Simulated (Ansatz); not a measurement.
ZnO (Fm-3m), clamped-ion strain scan

Theory: DFT LDA, scalar-relativistic, plane waves, PAW (Ansatz). Settings: plane waves to 420 eV, k-mesh 12×12×12 (Γ-centred), Gaussian smearing 0.05 eV. No spin polarisation. Energies are free energies at this smearing, counted from the undisturbed cell; pressure is positive in compression.

Zero of the scan (as given, not relaxed at this level; it stands at -15.0 GPa; this rock-salt form isn't the usual structure):

```
CELL_PARAMETERS angstrom
0.00000 2.16944 2.16944
2.16944 0.00000 2.16944
2.16944 2.16944 0.00000
ATOMIC_POSITIONS crystal
Zn 0.00000 0.00000 0.00000
O 0.50000 0.50000 0.50000
```

The cell is strained by ε times the Voigt pattern (0, 0, 0, 0, 1, 0) (xx, yy, zz, yz, xz, xy; engineering shear) with fractional coordinates fixed. At -15 GPa the given cell is far from its own equilibrium, so these figures belong to a strongly strained crystal.

| ε | ΔE (meV/atom) | stress summed along the pattern (GPa, tension positive) | gap on the mesh (eV) |
| --- | --- | --- | --- |
| -0.0600 | 9.2 | -5.28 | 0.60 |
| -0.0300 | 2.3 | -2.63 | 0.65 |
| 0.0000 | 0.0 | 0.00 | 0.68 |
| 0.0075 | 0.2 | 0.66 | 0.68 |
| 0.0150 | 0.6 | 1.32 | 0.67 |
| 0.0225 | 1.3 | 1.97 | 0.66 |
| 0.0375 | 3.6 | 3.29 | 0.64 |
| 0.0450 | 5.2 | 3.95 | 0.63 |
| 0.0525 | 7.1 | 4.62 | 0.62 |

By symmetry 0.0600 repeats -0.0600, -0.0450 repeats 0.0450, 0.0300 repeats -0.0300, -0.0150 repeats 0.0150 in energy, with the opposite slope along the path.